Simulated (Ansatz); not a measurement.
# How the conductance of TaN/GaN/Mo changes with thickness, part 2 of 3

Aim: the conductance of TaN/GaN/Mo junctions as the barrier thickens. The lower electrode is TaN rock salt(001), the upper one Mo bcc(001); the barrier is GaN rock salt(001) (non-polar). In the first transport cell, after relaxation, the nearest pair of electrode and barrier is N–Ga at 2.14 Å, along the normal, at the lower face and Mo–N at 2.10 Å, along the normal, at the upper one. All share a net of side 3.125 Å, which strains the lower electrode by +0.0 %, the upper one by -0.8 % and the barrier by +3.5 %, against typed lattice constants near PBE's. The first steps treat the bulk electrodes alone.

Ansatz 0.2.0; PBE DFT, plane waves, PAW files (the session's first sound run).

So far, transmission at the Fermi level (a spin, zone mean): step 5 (T(E) of the junction) 0.00599. Also channels of the lower lead: step 5 1.94.

**6. Conductance on a fine mesh, atomic planes in the barrier 2, gap between the electrodes 6.32 Å**

System of this step: TaN/GaN/Mo. The cell holds 39 atoms: 14 N, 12 Ta, 2 Ga and 11 Mo. Cell: a = 3.125 Å, b = 3.125 Å, c = 60.431 Å, α = 90.0°, β = 90.0°, γ = 90.0°. Regions: left electrode, 24 atoms (12 N and 12 Ta); barrier, 4 atoms (2 N and 2 Ga); right electrode, 11 atoms (11 Mo). Vacuum lies along c.

The conductance needs T(E) within ten thermal energies of the Fermi level, on steps under 1.5 kT, and a finer mesh (26×26), since the current can rest on few wavevectors.

Contents of input.yaml:

```yaml
crystal:
  lattice:
    - [3.125, 0.0, 0.0]
    - [0.0, 3.125, 0.0]
    - [0.0, 0.0, 60.4307137384]
  atoms:
    - { symbol: "N", position: [0.5, 0.5, 0.1158351369] }
    - { symbol: Ta, position: [0.0, 0.0, 0.1158351369] }
    - { symbol: "N", position: [0.0, 0.0, 0.1523898111] }
    - { symbol: Ta, position: [0.5, 0.5, 0.1523898111] }
    - { symbol: "N", position: [0.5, 0.5, 0.1889444852] }
    - { symbol: Ta, position: [0.0, 0.0, 0.1889444852] }
    - { symbol: "N", position: [0.0, 0.0, 0.2254991594] }
    - { symbol: Ta, position: [0.5, 0.5, 0.2254991594] }
    - { symbol: "N", position: [0.5, 0.5, 0.2620538335] }
    - { symbol: Ta, position: [0.0, 0.0, 0.2620538335] }
    - { symbol: "N", position: [0.0, 0.0, 0.2986085077] }
    - { symbol: Ta, position: [0.5, 0.5, 0.2986085077] }
    - { symbol: "N", position: [0.5, 0.5, 0.3351631818] }
    - { symbol: Ta, position: [0.0, 0.0, 0.3351631818] }
    - { symbol: "N", position: [0.0, 0.0, 0.371717856] }
    - { symbol: Ta, position: [0.5, 0.5, 0.371717856] }
    - { symbol: "N", position: [0.5, 0.5, 0.4082725301] }
    - { symbol: Ta, position: [0.0, 0.0, 0.4082725301] }
    - { symbol: "N", position: [0.0, 0.0, 0.4448272043] }
    - { symbol: Ta, position: [0.5, 0.5, 0.4448272043] }
    - { symbol: "N", position: [0.5, 0.5, 0.4813818785] }
    - { symbol: Ta, position: [0.0, 0.0, 0.4813818785] }
    - { symbol: "N", position: [0.0, 0.0, 0.5209692588] }
    - { symbol: Ta, position: [0.5, 0.5, 0.5170847273] }
    - { symbol: "N", position: [0.5, 0.5, 0.5540595276] }
    - { symbol: Ga, position: [0.0, 0.0, 0.5563459928] }
    - { symbol: "N", position: [0.0, 0.0, 0.588883996] }
    - { symbol: Ga, position: [0.5, 0.5, 0.5920136809] }
    - { symbol: Mo, position: [0.0, 0.0, 0.6235625949] }
    - { symbol: Mo, position: [0.5, 0.5, 0.6469630739] }
    - { symbol: Mo, position: [0.0, 0.0, 0.6733188282] }
    - { symbol: Mo, position: [0.5, 0.5, 0.6996745826] }
    - { symbol: Mo, position: [0.0, 0.0, 0.726030337] }
    - { symbol: Mo, position: [0.5, 0.5, 0.7523860913] }
    - { symbol: Mo, position: [0.0, 0.0, 0.7787418457] }
    - { symbol: Mo, position: [0.5, 0.5, 0.8050976] }
    - { symbol: Mo, position: [0.0, 0.0, 0.8314533544] }
    - { symbol: Mo, position: [0.5, 0.5, 0.8578091087] }
    - { symbol: Mo, position: [0.0, 0.0, 0.8841648631] }
kpoints:
  mp_grid: { grid: [10, 10, 1] }
scf:
  occupations: { method: fermi_dirac, width: 0.1 }
  max_iter: 150
hamiltonian:
  xc: pbe
output:
  transmission:
    kmesh: [26, 26]
    e_range: [-0.26, 0.27]
    de: 0.0375
    leads: [[10, 12], [33, 34]]
```

The run is started by

```
ansatz run input.yaml --threads 4 --pin off --max-ram 10240MiB --backend cpu --events-out ev --progress --plain --runs-dir out
```

It took 9 min on 4 threads of Arm Neoverse V1, shared host; peak memory 4.1 GiB; 28 min of CPU time.

Numbers from this step:

```yaml
free_energy: -186661.3638 eV
fermi_energy: 15.69 eV
transmission_at_the_fermi_level_a_spin_zone_mean: 0.03782
channels_of_the_lower_lead: 1.828
channels_of_the_upper_lead: 1.559
potential_step_in_the_lower_lead: 13.1 meV
ballistic_conductance_of_the_lower_lead: 1.46e15 S/m²
potential_step_in_the_upper_lead: 27.5 meV
ballistic_conductance_of_the_upper_lead: 1.24e15 S/m²
junction_conductance: 2.54e13 S/m²
error_estimates_by_source_in_the_log_s_order: 1.6, 1.9, 41.1, 35.9, 2.9 %
resistance_area_product_beyond_the_leads: 0.03856 Ω um²
```

One spin. Table of transmission, zone mean by energy, zero at the Fermi level:

```csv
energy (eV),"transmission, zone mean"
-0.260,0.0410
-0.223,0.0338
-0.185,0.0342
-0.147,0.0375
-0.110,0.0292
-0.072,0.0304
-0.035,0.0318
0.003,0.0378
0.040,0.0273
0.077,0.0230
0.115,0.0271
0.152,0.0358
0.190,0.0497
0.228,0.0346
0.265,0.0353
```

One spin. Table of open channels, zone mean by energy, zero at the Fermi level:

| energy (eV) | lower lead | upper lead |
| --- | --- | --- |
| -0.260 | 1.78 | 1.54 |
| -0.223 | 1.88 | 1.52 |
| -0.185 | 1.86 | 1.61 |
| -0.147 | 1.82 | 1.59 |
| -0.110 | 1.84 | 1.62 |
| -0.072 | 1.83 | 1.60 |
| -0.035 | 1.80 | 1.55 |
| 0.003 | 1.83 | 1.56 |
| 0.040 | 1.85 | 1.57 |
| 0.077 | 1.86 | 1.55 |
| 0.115 | 1.89 | 1.63 |
| 0.152 | 1.91 | 1.72 |
| 0.190 | 1.93 | 1.83 |
| 0.228 | 1.93 | 1.85 |
| 0.265 | 1.95 | 2.03 |

Transmission over k1 and k2. At 0.0025 eV from the Fermi level.

Values, 12 rows by 16 columns, each cell a mean:
```
0.232 0.349 0.011 0.000 0.000 0.043 0.036 0.062 0.188 0.041 0.060 0.007 0.000 0.000 0.110 0.401
0.027 0.005 0.001 0.000 0.000 0.000 0.046 0.047 0.065 0.034 0.033 0.000 0.000 0.000 0.001 0.012
0.000 0.000 0.000 0.000 0.000 0.000 0.008 0.014 0.013 0.011 0.004 0.000 0.000 0.000 0.000 0.000
0.022 0.029 0.000 0.000 0.000 0.002 0.010 0.015 0.016 0.013 0.007 0.001 0.000 0.000 0.009 0.029
0.040 0.035 0.044 0.008 0.010 0.010 0.021 0.035 0.043 0.030 0.016 0.010 0.011 0.023 0.038 0.038
0.068 0.197 0.070 0.017 0.013 0.017 0.045 0.218 0.329 0.105 0.037 0.015 0.013 0.029 0.132 0.135
0.091 0.048 0.048 0.015 0.013 0.015 0.035 0.042 0.217 0.036 0.028 0.013 0.014 0.027 0.047 0.057
0.039 0.054 0.032 0.005 0.005 0.007 0.013 0.028 0.035 0.022 0.011 0.005 0.005 0.018 0.036 0.051
0.000 0.000 0.000 0.000 0.000 0.000 0.010 0.013 0.014 0.013 0.006 0.000 0.000 0.000 0.000 0.000
0.000 0.000 0.000 0.000 0.000 0.000 0.022 0.025 0.023 0.017 0.016 0.000 0.000 0.000 0.000 0.000
0.207 0.098 0.001 0.000 0.000 0.022 0.044 0.052 0.194 0.034 0.051 0.004 0.000 0.000 0.008 0.219
0.075 0.332 0.028 0.000 0.000 0.035 0.034 0.097 0.073 0.063 0.048 0.006 0.000 0.000 0.150 0.247
```
Columns: k1 (b1) from -0.5 to 0.462; rows upwards: k2 (b2) from -0.5 to 0.462.

G = 2.5e13 S/m² (1/G = 0.0393 Ω µm²). The largest error estimate is 41 %, from the mesh across the current. In the worse lead the potential repeats within 28 meV, which the program flags as too much for a lead, so G carries that doubt. By hand, Landauer's formula with T at one energy: G = (e²/h) ΣT / A = 3.874e-5 S × 0.0756 / 9.766 Å² = 3.0e13 S/m², with T summed over both spins. The printed value averages T over the Fermi window and is 0.85 times this.

**7. Conductance on a fine mesh, atomic planes in the barrier 3, gap between the electrodes 8.4 Å**

System of this step: TaN/GaN/Mo. The cell holds 41 atoms: 15 N, 12 Ta, 3 Ga and 11 Mo. Cell: a = 3.125 Å, b = 3.125 Å, c = 62.512 Å, α = 90.0°, β = 90.0°, γ = 90.0°. Regions: left electrode, 24 atoms (12 N and 12 Ta); barrier, 6 atoms (3 N and 3 Ga); right electrode, 11 atoms (11 Mo). Vacuum lies along c.

Barrier layers are added or taken out in the middle, and the relaxed faces stay.

Contents of input.yaml:

```yaml
crystal:
  lattice:
    - [3.125, 0.0, 0.0]
    - [0.0, 3.125, 0.0]
    - [0.0, 0.0, 62.5118090447]
  atoms:
    - { symbol: "N", position: [0.5, 0.5, 0.1119788422] }
    - { symbol: Ta, position: [0.0, 0.0, 0.1119788422] }
    - { symbol: "N", position: [0.0, 0.0, 0.1473165661] }
    - { symbol: Ta, position: [0.5, 0.5, 0.1473165661] }
    - { symbol: "N", position: [0.5, 0.5, 0.18265429] }
    - { symbol: Ta, position: [0.0, 0.0, 0.18265429] }
    - { symbol: "N", position: [0.0, 0.0, 0.2179920139] }
    - { symbol: Ta, position: [0.5, 0.5, 0.2179920139] }
    - { symbol: "N", position: [0.5, 0.5, 0.2533297379] }
    - { symbol: Ta, position: [0.0, 0.0, 0.2533297379] }
    - { symbol: "N", position: [0.0, 0.0, 0.2886674618] }
    - { symbol: Ta, position: [0.5, 0.5, 0.2886674618] }
    - { symbol: "N", position: [0.5, 0.5, 0.3240051857] }
    - { symbol: Ta, position: [0.0, 0.0, 0.3240051857] }
    - { symbol: "N", position: [0.0, 0.0, 0.3593429096] }
    - { symbol: Ta, position: [0.5, 0.5, 0.3593429096] }
    - { symbol: "N", position: [0.5, 0.5, 0.3946806335] }
    - { symbol: Ta, position: [0.0, 0.0, 0.3946806335] }
    - { symbol: "N", position: [0.0, 0.0, 0.4300183574] }
    - { symbol: Ta, position: [0.5, 0.5, 0.4300183574] }
    - { symbol: "N", position: [0.5, 0.5, 0.4653560814] }
    - { symbol: Ta, position: [0.0, 0.0, 0.4653560814] }
    - { symbol: "N", position: [0.0, 0.0, 0.5036255489] }
    - { symbol: Ta, position: [0.5, 0.5, 0.4998703383] }
    - { symbol: "N", position: [0.5, 0.5, 0.5356142018] }
    - { symbol: Ga, position: [0.0, 0.0, 0.5378245478] }
    - { symbol: "N", position: [0.0, 0.0, 0.5702998734] }
    - { symbol: Ga, position: [0.5, 0.5, 0.5705661662] }
    - { symbol: "N", position: [0.5, 0.5, 0.6025705554] }
    - { symbol: Ga, position: [0.0, 0.0, 0.6055960492] }
    - { symbol: Mo, position: [0.5, 0.5, 0.6360946609] }
    - { symbol: Mo, position: [0.0, 0.0, 0.6587161091] }
    - { symbol: Mo, position: [0.5, 0.5, 0.6841944478] }
    - { symbol: Mo, position: [0.0, 0.0, 0.7096727866] }
    - { symbol: Mo, position: [0.5, 0.5, 0.7351511253] }
    - { symbol: Mo, position: [0.0, 0.0, 0.7606294641] }
    - { symbol: Mo, position: [0.5, 0.5, 0.7861078028] }
    - { symbol: Mo, position: [0.0, 0.0, 0.8115861416] }
    - { symbol: Mo, position: [0.5, 0.5, 0.8370644803] }
    - { symbol: Mo, position: [0.0, 0.0, 0.8625428191] }
    - { symbol: Mo, position: [0.5, 0.5, 0.8880211578] }
kpoints:
  mp_grid: { grid: [10, 10, 1] }
scf:
  occupations: { method: fermi_dirac, width: 0.1 }
  max_iter: 150
hamiltonian:
  xc: pbe
output:
  transmission:
    kmesh: [26, 26]
    e_range: [-0.26, 0.27]
    de: 0.0375
    leads: [[10, 12], [35, 36]]
```

The job ended after 9.3 min (4 threads; peak memory 4.5 GiB).

This step gave:

| Property | Result |
| --- | --- |
| free energy | -190828.3394 eV |
| Fermi energy | 15.61 eV |
| transmission at the Fermi level (a spin, zone mean) | 0.03237 |
| potential step in the lower lead | 13.3 meV |
| potential step in the upper lead | 27.8 meV |
| junction conductance | 2.39e13 S/m² |
| error estimates by source, in the log's order | 0.4, 1.4, 38.9, 27.4, 1.4 % |
| resistance-area product beyond the leads | 0.04108 Ω um² |

One spin. Table of transmission, zone mean by energy, zero at the Fermi level:

```
energy (eV)  transmission, zone mean
     -0.260                   0.0321
     -0.223                   0.0259
     -0.185                   0.0263
     -0.147                   0.0250
     -0.110                   0.0311
     -0.072                   0.0303
     -0.035                   0.0293
      0.003                   0.0324
      0.040                   0.0291
      0.077                   0.0248
      0.115                   0.0226
      0.152                   0.0248
      0.190                   0.0241
      0.228                   0.0221
      0.265                   0.0230
```

One spin. Open channels, zone mean against energy, zero at the Fermi level:

| energy (eV) | lower lead | upper lead |
| --- | --- | --- |
| -0.260 | 1.78 | 1.54 |
| -0.223 | 1.88 | 1.52 |
| -0.185 | 1.89 | 1.61 |
| -0.147 | 1.82 | 1.61 |
| -0.110 | 1.84 | 1.62 |
| -0.072 | 1.84 | 1.60 |
| -0.035 | 1.80 | 1.55 |
| 0.003 | 1.83 | 1.56 |
| 0.040 | 1.85 | 1.57 |
| 0.077 | 1.86 | 1.55 |
| 0.115 | 1.89 | 1.63 |
| 0.152 | 1.91 | 1.72 |
| 0.190 | 1.93 | 1.83 |
| 0.228 | 1.93 | 1.85 |
| 0.265 | 1.95 | 2.03 |

Transmission over k1 and k2. At 0.0025 eV from the Fermi level.

Values, 12 rows by 16 columns, each cell a mean:
```
0.013 0.016 0.019 0.000 0.000 0.035 0.019 0.011 0.024 0.010 0.045 0.006 0.000 0.000 0.028 0.011
0.047 0.009 0.003 0.000 0.000 0.000 0.012 0.022 0.035 0.014 0.008 0.000 0.000 0.000 0.004 0.020
0.000 0.000 0.000 0.000 0.000 0.000 0.004 0.012 0.013 0.009 0.001 0.000 0.000 0.000 0.000 0.000
0.005 0.027 0.000 0.000 0.000 0.009 0.035 0.017 0.004 0.027 0.030 0.002 0.000 0.000 0.009 0.022
0.013 0.019 0.012 0.003 0.010 0.042 0.090 0.302 0.385 0.195 0.063 0.028 0.007 0.009 0.011 0.019
0.012 0.029 0.036 0.013 0.009 0.008 0.256 0.383 0.084 0.553 0.051 0.005 0.014 0.017 0.041 0.015
0.017 0.012 0.021 0.010 0.012 0.024 0.189 0.487 0.427 0.454 0.060 0.018 0.011 0.014 0.018 0.010
0.013 0.043 0.008 0.002 0.003 0.034 0.059 0.051 0.041 0.056 0.056 0.016 0.002 0.007 0.017 0.037
0.000 0.000 0.000 0.000 0.000 0.000 0.016 0.012 0.007 0.017 0.009 0.000 0.000 0.000 0.000 0.000
0.000 0.000 0.000 0.000 0.000 0.000 0.009 0.015 0.017 0.010 0.006 0.000 0.000 0.000 0.000 0.000
0.058 0.016 0.004 0.000 0.000 0.022 0.014 0.020 0.045 0.012 0.030 0.004 0.000 0.000 0.007 0.029
0.004 0.021 0.049 0.000 0.000 0.013 0.015 0.017 0.011 0.013 0.022 0.002 0.000 0.000 0.067 0.005
```
Columns: k1 (b1) from -0.5 to 0.462; rows upwards: k2 (b2) from -0.5 to 0.462.

G = 2.4e13 S/m² (1/G = 0.0418 Ω µm²), 0.94 times the step before of this kind, a change inside the error estimates. The largest error estimate is 39 %, from the mesh across the current. In the worse lead the potential repeats within 28 meV, which the program flags as too much for a lead, so G carries that doubt.

**8. Conductance, 43 atoms**

System of this step: TaN/GaN/Mo. The cell holds 43 atoms: 16 N, 12 Ta, 4 Ga and 11 Mo. Cell: a = 3.125 Å, b = 3.125 Å, c = 64.593 Å, α = 90.0°, β = 90.0°, γ = 90.0°. Regions: left electrode, 24 atoms (12 N and 12 Ta); barrier, 8 atoms (4 N and 4 Ga); right electrode, 11 atoms (11 Mo). Vacuum lies along c.

Contents of input.yaml:

```yaml
crystal:
  lattice:
    - [3.125, 0.0, 0.0]
    - [0.0, 3.125, 0.0]
    - [0.0, 0.0, 64.592904351]
  atoms:
    - { symbol: "N", position: [0.5, 0.5, 0.1083710366] }
    - { symbol: Ta, position: [0.0, 0.0, 0.1083710366] }
    - { symbol: "N", position: [0.0, 0.0, 0.1425702272] }
    - { symbol: Ta, position: [0.5, 0.5, 0.1425702272] }
    - { symbol: "N", position: [0.5, 0.5, 0.1767694178] }
    - { symbol: Ta, position: [0.0, 0.0, 0.1767694178] }
    - { symbol: "N", position: [0.0, 0.0, 0.2109686085] }
    - { symbol: Ta, position: [0.5, 0.5, 0.2109686085] }
    - { symbol: "N", position: [0.5, 0.5, 0.2451677991] }
    - { symbol: Ta, position: [0.0, 0.0, 0.2451677991] }
    - { symbol: "N", position: [0.0, 0.0, 0.2793669898] }
    - { symbol: Ta, position: [0.5, 0.5, 0.2793669898] }
    - { symbol: "N", position: [0.5, 0.5, 0.3135661804] }
    - { symbol: Ta, position: [0.0, 0.0, 0.3135661804] }
    - { symbol: "N", position: [0.0, 0.0, 0.347765371] }
    - { symbol: Ta, position: [0.5, 0.5, 0.347765371] }
    - { symbol: "N", position: [0.5, 0.5, 0.3819645617] }
    - { symbol: Ta, position: [0.0, 0.0, 0.3819645617] }
    - { symbol: "N", position: [0.0, 0.0, 0.4161637523] }
    - { symbol: Ta, position: [0.5, 0.5, 0.4161637523] }
    - { symbol: "N", position: [0.5, 0.5, 0.4503629429] }
    - { symbol: Ta, position: [0.0, 0.0, 0.4503629429] }
    - { symbol: "N", position: [0.0, 0.0, 0.4873994204] }
    - { symbol: Ta, position: [0.5, 0.5, 0.4837651976] }
    - { symbol: "N", position: [0.5, 0.5, 0.5183574425] }
    - { symbol: Ga, position: [0.0, 0.0, 0.5204965742] }
    - { symbol: "N", position: [0.0, 0.0, 0.5517412243] }
    - { symbol: Ga, position: [0.5, 0.5, 0.5523676671] }
    - { symbol: "N", position: [0.5, 0.5, 0.5841442256] }
    - { symbol: Ga, position: [0.0, 0.0, 0.5844019388] }
    - { symbol: "N", position: [0.0, 0.0, 0.6153751902] }
    - { symbol: Ga, position: [0.5, 0.5, 0.6183032067] }
    - { symbol: Mo, position: [0.0, 0.0, 0.6478191948] }
    - { symbol: Mo, position: [0.5, 0.5, 0.6697118107] }
    - { symbol: Mo, position: [0.0, 0.0, 0.6943692721] }
    - { symbol: Mo, position: [0.5, 0.5, 0.7190267335] }
    - { symbol: Mo, position: [0.0, 0.0, 0.7436841949] }
    - { symbol: Mo, position: [0.5, 0.5, 0.7683416563] }
    - { symbol: Mo, position: [0.0, 0.0, 0.7929991178] }
    - { symbol: Mo, position: [0.5, 0.5, 0.8176565792] }
    - { symbol: Mo, position: [0.0, 0.0, 0.8423140406] }
    - { symbol: Mo, position: [0.5, 0.5, 0.866971502] }
    - { symbol: Mo, position: [0.0, 0.0, 0.8916289634] }
kpoints:
  mp_grid: { grid: [10, 10, 1] }
scf:
  occupations: { method: fermi_dirac, width: 0.1 }
  max_iter: 150
hamiltonian:
  xc: pbe
output:
  transmission:
    kmesh: [26, 26]
    e_range: [-0.26, 0.27]
    de: 0.0375
    leads: [[10, 12], [37, 38]]
```

The job ended after 10 min (4 threads; peak memory 4.8 GiB; 33 min of CPU time).

G = 8.9e12 S/m² (1/G = 0.113 Ω µm²), 0.37 times the step before of this kind. The largest error estimate is 68 %, from the leads' potential steps. In the worse lead the potential repeats within 28 meV, which the program flags as too much for a lead, so G carries that doubt.

**9. Conductance on a fine mesh, atomic planes in the barrier 5, gap between the electrodes 12.56 Å**

System of this step: TaN/GaN/Mo. The cell holds 45 atoms: 17 N, 12 Ta, 5 Ga and 11 Mo. Cell: a = 3.125 Å, b = 3.125 Å, c = 66.674 Å, α = 90.0°, β = 90.0°, γ = 90.0°. Regions: left electrode, 24 atoms (12 N and 12 Ta); barrier, 10 atoms (5 N and 5 Ga); right electrode, 11 atoms (11 Mo). Vacuum lies along c.

Contents of input.yaml:

```yaml
crystal:
  lattice:
    - [3.125, 0.0, 0.0]
    - [0.0, 3.125, 0.0]
    - [0.0, 0.0, 66.6739996573]
  atoms:
    - { symbol: "N", position: [0.5, 0.5, 0.1049884518] }
    - { symbol: Ta, position: [0.0, 0.0, 0.1049884518] }
    - { symbol: "N", position: [0.0, 0.0, 0.1381201832] }
    - { symbol: Ta, position: [0.5, 0.5, 0.1381201832] }
    - { symbol: "N", position: [0.5, 0.5, 0.1712519147] }
    - { symbol: Ta, position: [0.0, 0.0, 0.1712519147] }
    - { symbol: "N", position: [0.0, 0.0, 0.2043836461] }
    - { symbol: Ta, position: [0.5, 0.5, 0.2043836461] }
    - { symbol: "N", position: [0.5, 0.5, 0.2375153775] }
    - { symbol: Ta, position: [0.0, 0.0, 0.2375153775] }
    - { symbol: "N", position: [0.0, 0.0, 0.2706471089] }
    - { symbol: Ta, position: [0.5, 0.5, 0.2706471089] }
    - { symbol: "N", position: [0.5, 0.5, 0.3037788404] }
    - { symbol: Ta, position: [0.0, 0.0, 0.3037788404] }
    - { symbol: "N", position: [0.0, 0.0, 0.3369105718] }
    - { symbol: Ta, position: [0.5, 0.5, 0.3369105718] }
    - { symbol: "N", position: [0.5, 0.5, 0.3700423032] }
    - { symbol: Ta, position: [0.0, 0.0, 0.3700423032] }
    - { symbol: "N", position: [0.0, 0.0, 0.4031740346] }
    - { symbol: Ta, position: [0.5, 0.5, 0.4031740346] }
    - { symbol: "N", position: [0.5, 0.5, 0.436305766] }
    - { symbol: Ta, position: [0.0, 0.0, 0.436305766] }
    - { symbol: "N", position: [0.0, 0.0, 0.4721862241] }
    - { symbol: Ta, position: [0.5, 0.5, 0.4686654362] }
    - { symbol: "N", position: [0.5, 0.5, 0.5021779536] }
    - { symbol: Ga, position: [0.0, 0.0, 0.5042503165] }
    - { symbol: "N", position: [0.0, 0.0, 0.5345197275] }
    - { symbol: Ga, position: [0.5, 0.5, 0.5351266171] }
    - { symbol: "N", position: [0.5, 0.5, 0.5657327238] }
    - { symbol: Ga, position: [0.0, 0.0, 0.5663396134] }
    - { symbol: "N", position: [0.0, 0.0, 0.5971243303] }
    - { symbol: Ga, position: [0.5, 0.5, 0.5973739995] }
    - { symbol: "N", position: [0.5, 0.5, 0.627380483] }
    - { symbol: Ga, position: [0.0, 0.0, 0.6302171073] }
    - { symbol: Mo, position: [0.5, 0.5, 0.6588118129] }
    - { symbol: Mo, position: [0.0, 0.0, 0.6800210947] }
    - { symbol: Mo, position: [0.5, 0.5, 0.7039089229] }
    - { symbol: Mo, position: [0.0, 0.0, 0.727796751] }
    - { symbol: Mo, position: [0.5, 0.5, 0.7516845792] }
    - { symbol: Mo, position: [0.0, 0.0, 0.7755724074] }
    - { symbol: Mo, position: [0.5, 0.5, 0.7994602355] }
    - { symbol: Mo, position: [0.0, 0.0, 0.8233480637] }
    - { symbol: Mo, position: [0.5, 0.5, 0.8472358919] }
    - { symbol: Mo, position: [0.0, 0.0, 0.87112372] }
    - { symbol: Mo, position: [0.5, 0.5, 0.8950115482] }
kpoints:
  mp_grid: { grid: [10, 10, 1] }
scf:
  occupations: { method: fermi_dirac, width: 0.1 }
  max_iter: 150
hamiltonian:
  xc: pbe
output:
  transmission:
    kmesh: [26, 26]
    e_range: [-0.26, 0.27]
    de: 0.0375
    leads: [[10, 12], [39, 40]]
```

Elapsed: 12 min, on 4 threads; peak memory 5.1 GiB; 37 min of CPU time.

One spin. Transmission, zone mean against energy, zero at the Fermi level:

| energy (eV) | transmission, zone mean |
| --- | --- |
| -0.260 | 0.0104 |
| -0.223 | 0.00541 |
| -0.185 | 0.00395 |
| -0.147 | 0.00381 |
| -0.110 | 0.00527 |
| -0.072 | 0.00809 |
| -0.035 | 0.0126 |
| 0.003 | 0.0142 |
| 0.040 | 0.0125 |
| 0.077 | 0.0141 |
| 0.115 | 0.00927 |
| 0.152 | 0.00609 |
| 0.190 | 0.00676 |
| 0.228 | 0.00535 |
| 0.265 | 0.00608 |

G = 1.0e13 S/m² (1/G = 0.0996 Ω µm²), 1.1 times the step before of this kind, a change inside the error estimates. The largest error estimate is 94 %, from the mesh across the current. In the worse lead the potential repeats within 28 meV, which the program flags as too much for a lead, so G carries that doubt.

(Part 2 of 3 ends here.)

[Logs are printed without paths, hosts, clocks, repeated set-up lines and the standing remarks that a program may print on its own settings, such as how far it seeks lower states.]

[Hosts, paths, dates, database ids (printed as entryN), source tags and the programs' standing remarks are cut or masked in the printed files.]
